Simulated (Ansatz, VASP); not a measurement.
SiC: VASP beside Ansatz

```
Si C
1.0
     0.00000    2.18986    2.18986
     2.18986    0.00000    2.18986
     2.18986    2.18986    0.00000
Si C
1 1
Cartesian
  1.0949 1.0949 1.0949
  0.0000 0.0000 0.0000
```

Alike in both runs: functional PBE; k mesh 10 × 10 × 10; occupations gaussian, width 0.02 eV; no spin polarisation.

Ansatz relaxed the structure, and its values are those at the end. VASP's run is a single point on that final structure, the one shown.

|  | VASP | Ansatz |
| --- | --- | --- |
| version | VASP 6.6.1 | Ansatz 0.2.0 |
| potentials or method | VASP PAW PBE potentials, release 64 (Si, C) | scalar-relativistic, plane waves, PAW |
| plane-wave cutoff (eV) | 520 | 420 |
| valence electrons in the cell | 8 | 8 |

```tsv
	VASP	Ansatz	Ansatz less VASP
gap on the k mesh at the Fermi level (eV)	1.37	1.37	+0.002
least direct gap on the mesh (eV)	4.53	4.53	+0.003
pressure (GPa)	0.0	0.0	+0.05
```

A k mesh can miss the band edges. PBE gaps usually lie below the measured ones, often by a third to a half.
